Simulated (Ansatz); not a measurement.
The cell is rocksalt CaO; cell and atoms were relaxed with r2SCAN. The symmetry is Fm-3m (No. 225, cubic); conventional cell a = 4.795 Å, 13.78 Å³ an atom. Around Ca lie 6 O at 2.40 Å; around O lie 6 Ca at 2.40 Å.

```cif
data_structure
_symmetry_space_group_name_H-M 'Fm-3m'
_symmetry_Int_Tables_number 225
_cell_length_a 4.7951
_cell_length_b 4.7951
_cell_length_c 4.7951
_cell_angle_alpha 90.000
_cell_angle_beta 90.000
_cell_angle_gamma 90.000
_cell_volume 110.25
loop_
_atom_site_label
_atom_site_type_symbol
_atom_site_symmetry_multiplicity
_atom_site_Wyckoff_symbol
_atom_site_fract_x
_atom_site_fract_y
_atom_site_fract_z
_atom_site_occupancy
Ca1 Ca 4 a 0.00000 0.00000 0.00000 1
O1 O 4 b 0.50000 0.00000 0.00000 1
```

The questions ask for values computed with Ansatz on this geometry. Spin-unpolarised throughout; all numbers are computed.

**Question.** Is there a gap with r2SCAN, and of what kind?

**Answer.** The r2SCAN gap is indirect, 4.20 eV (Γ to X), below the direct gap of 4.57 eV at X.

**Question.** How does the gap change from r2SCAN to PBE (10×10×10)?

**Answer.** With PBE the valence top lies at Γ and the conduction bottom at X, 3.65 eV higher; the smallest vertical gap, at X, is 4.02 eV. The gap differs by -0.55 eV from r2SCAN's.

**Question.** How does the gap change from r2SCAN to HSE06 (6×6×6)?

**Answer.** With HSE06 the valence top lies at Γ and the conduction bottom at X, 5.31 eV higher; the smallest vertical gap, at X, is 5.73 eV. The gap differs by +1.11 eV from r2SCAN's.

**Question.** What does G0W0@PBE with 82 empty bands, a screening cutoff of 120 eV and a 6×6×6 mesh give?

**Answer.** 5.78 eV (the shift on the mesh added to PBE's least gap). The quasiparticle gap on this mesh is 5.78 eV (Γ to X), against 3.65 eV from PBE: +2.13 eV. Renormalisation factors Z lie between 0.75 and 0.83. No extrapolation in bands, cutoff or mesh was made for G0W0.

**Question.** How do the levels compare, in gap and in cost?

**Answer.** Taking G0W0@PBE (82 empty bands, 120 eV, 6×6×6), 5.78 eV, as the yardstick (a computed one, not at the basis limit), PBE0 comes nearest, +0.27 eV off, at about 10 times r2SCAN's cost; G0W0 itself took about 10 times r2SCAN's cost. The others: HSE06 -0.47, r2SCAN -1.58, PBE -2.13 eV. The yardstick's own error is a tenth of an eV or more. r2SCAN covers 33 % of the step from PBE to HSE06, while HSE06 needs about 11 times r2SCAN's cost (on a coarser mesh). All these functionals give a gap of the same kind, indirect.

The meshes of the hybrids are coarse, so their gaps aren't converged to the digits shown.
